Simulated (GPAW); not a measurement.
**BaTe (Fm-3m): G0W0 on several meshes in GPAW**

Aim: the GW shift of BaTe (Fm-3m) against the k mesh.

Method: PBE and many-body steps on it, plane waves, in GPAW 26.7.0.

The database entry behind the starting cell differs from later determinations by our own check (about 0.2 % short), so it need not match the best structure at ambient conditions.

## Step 1: The starting structure

Symmetry: Fm-3m, No. 225, cubic system. The conventional cell has a = 6.986 Å, b = 6.986 Å, c = 6.986 Å, α = 90.00°, β = 90.00°, γ = 90.00°. Nearest to Ba lie 6 Te at 3.49 Å. Nearest to Te lie 6 Ba at 3.49 Å. Farther neighbours and most contacts between anions are not listed.

Structure file:

```cif
data_structure
_symmetry_space_group_name_H-M 'Fm-3m'
_symmetry_Int_Tables_number 225
_cell_length_a 6.9860
_cell_length_b 6.9860
_cell_length_c 6.9860
_cell_angle_alpha 90.000
_cell_angle_beta 90.000
_cell_angle_gamma 90.000
_cell_volume 340.95
loop_
_atom_site_label
_atom_site_type_symbol
_atom_site_symmetry_multiplicity
_atom_site_Wyckoff_symbol
_atom_site_fract_x
_atom_site_fract_y
_atom_site_fract_z
_atom_site_occupancy
Ba1 Ba 4 a 0.00000 0.00000 0.00000 1
Te1 Te 4 b 0.50000 0.00000 0.00000 1
```

The cell and positions come from the Crystallography Open Database and are kept as given unless a step says otherwise. Spin-orbit coupling is left out unless a step names it.

## Step 2: Empty states on the mesh, 4×4×4 mesh, 401 bands

This step: GPAW 26.7.0; DFT, PBE, plane waves, PAW.

The sums over transitions need many empty states on a uniform mesh; this step solves for them.

run.py

```python
import json
import numpy as np
from gpaw.mpi import world
from gpaw import GPAW

calc = GPAW('gs.gpw').fixed_density(kpts={'size': (4, 4, 4), 'gamma': True},
    parallel={'domain': 1, 'band': 1},
    txt='nscf.txt')
calc.diagonalize_full_hamiltonian(nbands=401)
calc.write('full.gpw', mode='all')
res = {}
kpts = calc.get_ibz_k_points()
res['kpts'] = kpts
res['eigenvalues'] = [calc.get_eigenvalues(kpt=k) for k in range(len(kpts))]
res['n_electrons'] = calc.get_number_of_electrons()

if world.rank == 0:
    with open('result.json', 'w') as f:
        json.dump(res, f, default=lambda x: x.tolist())
```

Run with:

```console
$ mpirun -n 4 gpaw python run.py
```

Numbers of over 12 decimals in the logs are rounded to 6 here.

The program printed:

```text
Diagonalizing LCAO Hamiltonian
Converting LCAO to pw mode
convergence criteria:
- Maximum integral of absolute [eigenst]ate change: 4e-08 eV^2 / valence electron
maximum number of iterations: 100

SCF iterations
|iter     |     time |      energy | eigst |  dens |
|iter:   1|  |             | +1.86 |       |
|iter:   2|  |             | +0.33 |       |
|iter:   3|  |             | +0.15 |       |
[...]
|iter:  11|  |             | -6.43 |       |
|iter:  12|  |             | -7.24 |       |
|iter:  13|  |             | -7.78c|       |
SCF steps: 13
  __  _  _
 | _ |_)|_||  |
 |__||  | ||/\| - 26.7.0

Input parameters:
  mode=PW(ecut=450.000000),
  convergence={'density': 1e-06, 'bands': -3},
  gpts=array([25, 25, 25]),
  kpts=MonkhorstPack(size=(4, 4, 4), gamma=True),
  maxiter=100,
  nbands=15,
  occupations=Occupations(name='fermi-dirac', width=0.001, fixmagmom=False),
  parallel={'domain': 1, 'band': 1},
  xc=XC(name='PBE')
Matrix size: 1837x1837
# Writing to full.gpw (mode='all')
  [... matrices ...]

timing:  # [seconds]
  Total: 13.961  # ━━━━━━━━━━━━━━━━━━━━━━━━━━━━━━━━━━━━━━━━━━━━━━━━━━━━━━━━━━
```

Wall time 18 s (4 MPI ranks of Arm Neoverse V1, shared host); peak memory 1.8 GiB; 73 s of CPU time.

This step gave:

```
gap                                                           : 1.529 eV
k of the valence top                                          : 0, 0, 0
k of the conduction bottom                                    : 0.5, 0.5, 0
least direct gap                                              : 1.906 eV
k points computed                                             : 8
lowest point of the top converged band, above the valence top : 150.4748 eV
```

On this mesh the gap is 1.529 eV.

## Step 3: 4×4×4

Now the one-shot GW correction: screening in the RPA, then the self-energy of the levels asked for.

This step: G0W0 on PBE, plane waves, PAW.

run.py

```python
import json
import numpy as np
from gpaw.mpi import world
from gpaw.response.g0w0 import G0W0

gw = G0W0('full.gpw',
    filename='gw',
    kpts=[0, 5],
    bands=(6, 10),
    ecut=96,
    nbands=182,
    integrate_gamma='WS',
    ppa=True)
gw.calculate()
res = {mode: {k: v for k, v in r.items() if k != 'sigma_eskwn'}
       for mode, r in gw.all_results.items()}

if world.rank == 0:
    with open('result.json', 'w') as f:
        json.dump(res, f, default=lambda x: x.tolist())
```

Run with:

```console
$ mpirun -n 4 gpaw python run.py
```

The program printed:

```text
Using integrator: PointIntegrator
FrequencyGridDescriptor(from 0.000+0.000j to 0.000+27.211j eV, 2 points)
Nonperiodic BCs:  [False False False]
Using integrator: PointIntegrator
FrequencyGridDescriptor(from 0.000+0.000j to 0.000+27.211j eV, 2 points)
Nonperiodic BCs:  [False False False]
  ___  _ _ _
 |   || | | |
 | | || | | |
 |__ ||_____|
 |___|

BZ k-points: Symmetries present (total): 48

  [... matrices ...]
64 k-points: 4 x 4 x 4 Monkhorst-Pack grid + [1/8,1/8,1/8]
8 k-points in the irreducible part of the Brillouin zone
       k-points in crystal coordinates                weights
   0:     0.00000000    0.00000000    0.00000000          1/64
   1:     0.25000000    0.25000000    0.00000000          6/64
   2:     0.25000000    0.25000000    0.25000000          8/64
   3:     0.50000000    0.25000000   -0.25000000          6/64
   4:     0.50000000    0.25000000    0.25000000         12/64
   5:     0.50000000    0.50000000    0.00000000          3/64
   6:     0.50000000    0.50000000    0.25000000         24/64
   7:     0.50000000    0.50000000    0.50000000          4/64

Distributing spins, k-points and bands (1 x 2 x 4) over 4 processes
Number of blocks: 1

Quasi particle states:
k-points (IBZ indices): [0, 5]
Band range: (6, 10)
  [... matrices ...]
Computational parameters:
Plane wave cut-off: 96 eV
Number of bands: 182
Coulomb cutoff: None
Broadening: 0.1 eV

fxc modes: GW
Kernel: RPA
Using Godby-Needs plasmon-pole approximation:
  Fitting energy: i*E0, E0 = 1.000 Hartree
Summing all q:

Calculating screened Coulomb potential
No Coulomb truncation
FrequencyGridDescriptor(from 0.000+0.000j to 0.000+27.211j eV, 2 points)
Removing empty qpoint cache files...

Calculating chi0 body with:
    Ground state adapter containing:
    Number of spins: 1
    Number of kpoints: 64
    Number of irreducible kpoints: 8
    Number of completely occupied states: 8
    Number of partially occupied states: 8
    Occupied states memory: 1.907349 M / cpu

    Linear response parametrization:
    q_c: [0.0, 0.0, 0.0]
    Number of frequency points: 2
    Planewave cutoff: 96.0
    Number of bands: 182
    Number of planewaves: 169
    Broadening (eta): 1e-06
    comm.size: 4
    kncomm.size: 4
    blockcomm.size: 1

    Memory estimate of potentially large arrays:
        chi0_wGG: 0.871613 M / cpu
Integrating chi0 body.

Symmetries of q_c:
    Direct symmetries (Uq -> q): 48
    Indirect symmetries (TUq -> q): 0
In total 48 allowed symmetries.

  [... matrices ...]
8 groups of equivalent kpoints. 87.5% reduction.

Integral kind: response function
Integrating chi0 head and wings.

Symmetries of q_c:
    Direct symmetries (Uq -> q): 48
    Indirect symmetries (TUq -> q): 0
In total 48 allowed symmetries.

  [... matrices ...]
8 groups of equivalent kpoints. 87.5% reduction.

Integral kind: response function wings

Calculating chi0 body with:
    Ground state adapter containing:
    Number of spins: 1
    Number of kpoints: 64
    Number of irreducible kpoints: 8
    Number of completely occupied states: 8
    Number of partially occupied states: 8
    Occupied states memory: 1.907349 M / cpu

    Linear response parametrization:
[... the further q-points ...]

Results:
f:      Occupation numbers
eps:     KS-eigenvalues [eV]
vxc:     KS vxc [eV]
exx:     Exact exchange [eV]
sigma:   Self-energies [eV]
dsigma:  Self-energy derivatives
Z:       Renormalization factors
qp:      QP-energies [eV]

k-point 0 (0): (0.000, 0.000, 0.000)                GW
band       f     eps     vxc     exx   sigma  dsigma       Z      qp
                                                                   GW
   6   1.000   4.697 -13.305 -15.404   1.126  -0.252   0.799   3.919
   7   1.000   4.697 -13.305 -15.404   1.126  -0.252   0.799   3.919
   8   0.000   7.643  -9.485  -5.238  -3.799  -0.232   0.811   8.007
   9   0.000   7.643  -9.485  -5.238  -3.799  -0.232   0.811   8.007

k-point 1 (5): (0.500, 0.500, 0.000)                GW
band       f     eps     vxc     exx   sigma  dsigma       Z      qp
                                                                   GW
   6   1.000   4.319 -13.055 -15.372   1.270  -0.254   0.797   3.484
   7   1.000   4.319 -13.055 -15.372   1.270  -0.254   0.797   3.484
   8   0.000   6.225  -8.305  -4.739  -3.392  -0.224   0.817   6.368
   9   0.000   9.162 -12.050  -7.323  -3.900  -0.237   0.808   9.830
```

Wall time 52 s (4 MPI ranks); peak memory 1.3 GiB.

This step gave:

```
G0W0 gap on the points computed              : 2.449 eV
least direct G0W0 gap on the computed points : 2.884 eV
Z at the valence top                         : 0.7987
Z at the conduction bottom                   : 0.8167
starting gap on the mesh                     : 1.529 eV
k of the valence top                         : 0, 0, 0
k of the conduction bottom                   : 0.5, 0.5, 0
```

The gap on the mesh goes from 1.53 eV to 2.45 eV, a correction of +0.92 eV.

## Step 4: Empty states on the mesh, 2×2×2 mesh, 192 bands

This step: DFT, PBE, plane waves, PAW.

run.py

```python
import json
import numpy as np
from gpaw.mpi import world
from gpaw import GPAW

calc = GPAW('gs.gpw').fixed_density(kpts={'size': (2, 2, 2), 'gamma': True},
    parallel={'domain': 1, 'band': 1},
    txt='nscf.txt')
calc.diagonalize_full_hamiltonian(nbands=192)
calc.write('full.gpw', mode='all')
res = {}
kpts = calc.get_ibz_k_points()
res['kpts'] = kpts
res['eigenvalues'] = [calc.get_eigenvalues(kpt=k) for k in range(len(kpts))]
res['n_electrons'] = calc.get_number_of_electrons()

if world.rank == 0:
    with open('result.json', 'w') as f:
        json.dump(res, f, default=lambda x: x.tolist())
```

Run with:

```console
$ mpirun -n 3 gpaw python run.py
```

The program printed:

```text
Diagonalizing LCAO Hamiltonian
Converting LCAO to pw mode
convergence criteria:
- Maximum integral of absolute [eigenst]ate change: 4e-08 eV^2 / valence electron
maximum number of iterations: 100

SCF iterations
|iter     |     time |      energy | eigst |  dens |
|iter:   1|  |             | +1.79 |       |
|iter:   2|  |             | +0.73 |       |
|iter:   3|  |             | +0.64 |       |
[...]
|iter:  12|  |             | -6.59 |       |
|iter:  13|  |             | -7.17 |       |
|iter:  14|  |             | -7.64c|       |
SCF steps: 14
  __  _  _
 | _ |_)|_||  |
 |__||  | ||/\| - 26.7.0

Input parameters:
  mode=PW(ecut=450.000000),
  convergence={'density': 1e-06, 'bands': -3},
  gpts=array([25, 25, 25]),
  kpts=MonkhorstPack(size=(2, 2, 2), gamma=True),
  maxiter=100,
  nbands=15,
  occupations=Occupations(name='fermi-dirac', width=0.001, fixmagmom=False),
  parallel={'domain': 1, 'band': 1},
  xc=XC(name='PBE')
Matrix size: 1837x1837
# Writing to full.gpw (mode='all')
  [... matrices ...]

timing:  # [seconds]
  Total: 6.329  # ━━━━━━━━━━━━━━━━━━━━━━━━━━━━━━━━━━━━━━━━━━━━━━━━━━━━━━━━━━━
```

Elapsed: 10 s, on 3 MPI ranks; peak memory 1.1 GiB; 30 s of CPU time.

This step gave:

- gap: 1.529 eV
- k of the valence top: 0, 0, 0
- k of the conduction bottom: 0.5, 0.5, 0
- least direct gap: 1.906 eV
- k points computed: 3
- lowest point of the top converged band, above the valence top: 87.2909 eV

On this mesh the gap is 1.529 eV.

## Step 5: 2×2×2

This step: G0W0 on PBE, plane waves, PAW.

run.py

```python
import json
import numpy as np
from gpaw.mpi import world
from gpaw.response.g0w0 import G0W0

gw = G0W0('full.gpw',
    filename='gw',
    kpts=[0, 1],
    bands=(6, 10),
    ecut=96,
    nbands=182,
    integrate_gamma='WS',
    ppa=True)
gw.calculate()
res = {mode: {k: v for k, v in r.items() if k != 'sigma_eskwn'}
       for mode, r in gw.all_results.items()}

if world.rank == 0:
    with open('result.json', 'w') as f:
        json.dump(res, f, default=lambda x: x.tolist())
```

Run with:

```console
$ mpirun -n 4 gpaw python run.py
```

The program printed:

```text
Using integrator: PointIntegrator
FrequencyGridDescriptor(from 0.000+0.000j to 0.000+27.211j eV, 2 points)
Nonperiodic BCs:  [False False False]
Using integrator: PointIntegrator
FrequencyGridDescriptor(from 0.000+0.000j to 0.000+27.211j eV, 2 points)
Nonperiodic BCs:  [False False False]
  ___  _ _ _
 |   || | | |
 | | || | | |
 |__ ||_____|
 |___|

BZ k-points: Symmetries present (total): 48

  [... matrices ...]
8 k-points: 2 x 2 x 2 Monkhorst-Pack grid + [1/4,1/4,1/4]
3 k-points in the irreducible part of the Brillouin zone
       k-points in crystal coordinates                weights
   0:     0.00000000    0.00000000    0.00000000          1/8
   1:     0.50000000    0.50000000    0.00000000          3/8
   2:     0.50000000    0.50000000    0.50000000          4/8

Distributing spins, k-points and bands (1 x 2 x 4) over 4 processes
Number of blocks: 1

Quasi particle states:
k-points (IBZ indices): [0, 1]
Band range: (6, 10)
  [... matrices ...]
Computational parameters:
Plane wave cut-off: 96 eV
Number of bands: 182
Coulomb cutoff: None
Broadening: 0.1 eV

fxc modes: GW
Kernel: RPA
Using Godby-Needs plasmon-pole approximation:
  Fitting energy: i*E0, E0 = 1.000 Hartree
Summing all q:

Calculating screened Coulomb potential
No Coulomb truncation
FrequencyGridDescriptor(from 0.000+0.000j to 0.000+27.211j eV, 2 points)
Removing empty qpoint cache files...

Calculating chi0 body with:
    Ground state adapter containing:
    Number of spins: 1
    Number of kpoints: 8
    Number of irreducible kpoints: 3
    Number of completely occupied states: 8
    Number of partially occupied states: 8
    Occupied states memory: 1.907349 M / cpu

    Linear response parametrization:
    q_c: [0.0, 0.0, 0.0]
    Number of frequency points: 2
    Planewave cutoff: 96.0
    Number of bands: 182
    Number of planewaves: 169
    Broadening (eta): 1e-06
    comm.size: 4
    kncomm.size: 4
    blockcomm.size: 1

    Memory estimate of potentially large arrays:
        chi0_wGG: 0.871613 M / cpu
Integrating chi0 body.

Symmetries of q_c:
    Direct symmetries (Uq -> q): 48
    Indirect symmetries (TUq -> q): 0
In total 48 allowed symmetries.

  [... matrices ...]
3 groups of equivalent kpoints. 62.5% reduction.

Integral kind: response function
Integrating chi0 head and wings.

Symmetries of q_c:
    Direct symmetries (Uq -> q): 48
    Indirect symmetries (TUq -> q): 0
In total 48 allowed symmetries.

  [... matrices ...]
3 groups of equivalent kpoints. 62.5% reduction.

Integral kind: response function wings

Calculating chi0 body with:
    Ground state adapter containing:
    Number of spins: 1
    Number of kpoints: 8
    Number of irreducible kpoints: 3
    Number of completely occupied states: 8
    Number of partially occupied states: 8
    Occupied states memory: 1.907349 M / cpu

    Linear response parametrization:
[... the further q-points ...]

Results:
f:      Occupation numbers
eps:     KS-eigenvalues [eV]
vxc:     KS vxc [eV]
exx:     Exact exchange [eV]
sigma:   Self-energies [eV]
dsigma:  Self-energy derivatives
Z:       Renormalization factors
qp:      QP-energies [eV]

k-point 0 (0): (0.000, 0.000, 0.000)                GW
band       f     eps     vxc     exx   sigma  dsigma       Z      qp
                                                                   GW
   6   1.000   4.697 -13.305 -15.890   1.533  -0.253   0.798   3.857
   7   1.000   4.697 -13.305 -15.890   1.533  -0.253   0.798   3.857
   8   0.000   7.643  -9.485  -5.083  -3.981  -0.236   0.809   7.984
[...]
k-point 1 (1): (0.500, 0.500, 0.000)                GW
band       f     eps     vxc     exx   sigma  dsigma       Z      qp
                                                                   GW
[...]
8   0.000   6.225  -8.305  -4.426  -3.698  -0.229   0.813   6.373
   9   0.000   9.162 -12.050  -7.229  -4.055  -0.241   0.806   9.779
```

Elapsed: 9.9 s, on 4 MPI ranks; peak memory 1.3 GiB; 39 s of CPU time.

This step gave:

| Item | Value |
| --- | --- |
| G0W0 gap on the points computed | 2.516 eV |
| least direct G0W0 gap on the computed points | 2.926 eV |
| Z at the valence top | 0.7984 |
| Z at the conduction bottom | 0.8135 |
| starting gap on the mesh | 1.529 eV |
| k of the valence top | 0, 0, 0 |
| k of the conduction bottom | 0.5, 0.5, 0 |

Against G0W0 in GPAW (4×4×4 mesh, 182 bands, screening to 96 eV, Godby-Needs plasmon pole), the gap moves by +0.067 eV.

## Step 6: Side by side

Times are wall times on 4 MPI ranks of Arm Neoverse V1, shared host, good to a factor of about two.

| run | mesh | bands | screening cutoff (eV) | DFT gap (eV) | gap on the mesh (eV) | direct (eV) | time |
| --- | --- | --- | --- | --- | --- | --- | --- |
| 4×4×4 | 4×4×4 | 182 | 96 | 1.529 | 2.449 | 2.884 | 52 s |
| 2×2×2 | 2×2×2 | 182 | 96 | 1.529 | 2.516 | 2.926 | 9.9 s |

## Step 7: What came out

| Quantity | Value |
| --- | --- |
| 4×4×4 | 2.449 eV |
| 2×2×2 | 2.516 eV |
| known limits | not at the basis limit; no spin-orbit coupling; coarse k mesh |

What this shows: 2×2×2: +0.067 eV against 4×4×4. Bands and cutoff are finite, so the gap is not at the basis limit. The miss can reach some tenths of an eV and take either sign; the mesh is an error of its own. These stock PAW sets were not made for GW; the filled d or f shell of Te lies in the frozen core, which bears on start and correction. In the G0W0 runs levels were corrected at 2 k points alone, so a gap called «on the mesh» is the least over those, and an edge elsewhere would be missed. The many-body steps are scalar-relativistic: spin-orbit coupling is not in them.

[Paths, hosts, dates, memory and timing lines, banners, echoed tables and standing remarks are left out of the program output.]

[Logs are printed without paths, hosts, clocks, repeated set-up lines and the standing remarks that a program may print on its own settings, such as how far it seeks lower states.]

[Runs of the session that timed out or met a known fault of the program may be left out.]

[Hosts, paths, dates, database ids (printed as entryN), source tags and the programs' standing remarks are cut or masked in the printed files.]
